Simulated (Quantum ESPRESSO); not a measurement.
The system is HfC.

```
Hf C
1.0
     0.00000    2.32500    2.32500
     2.32500    0.00000    2.32500
     2.32500    2.32500    0.00000
Hf C
1 1
Cartesian
  2.3250 2.3250 2.3250
  0.0000 0.0000 0.0000
```

```yaml
Program: Quantum ESPRESSO 7.5
Task: relaxation of cell and atoms
Functional: PBEsol
Dispersion: rVV10
Potentials_or_basis: GBRV 1.5 PBEsol
Cutoff: 612 eV
Density_cutoff: 4898 eV
k_mesh: 10 × 10 × 10
Occupations: fermi-dirac, width 0.05 eV
Spin: no spin polarisation
```

At the start: pressure -9.9 GPa; volume 12.57 Å³/atom.

How do energy, volume and symmetry change on relaxing?

Over 4 steps the energy falls by 15.0 meV/atom and the volume is 12.07 Å³/atom (-4.0 %); space group Fm-3m (No. 225, to 0.05 Å).

The path:
```tsv
step	energy change (eV)	largest force (eV/Å)	pressure (GPa)	volume (Å³)
1	0.0000	0.0000	-9.89	25.14
2	-0.0199	0.0000	-6.05	24.72
3	-0.0299	0.0000	0.27	24.11
4	-0.0300	0.0000	-0.01	24.13
```

Final structure:
```xyz
2
Lattice="0.0000 2.2936 2.2936 2.2936 0.0000 2.2936 2.2936 2.2936 0.0000" Properties=species:S:1:pos:R:3 pbc="T T T"
Hf    2.2936    2.2936    2.2936
C     0.0000    0.0000    0.0000
```

Caveat: rVV10's parameter b was fitted to another functional.
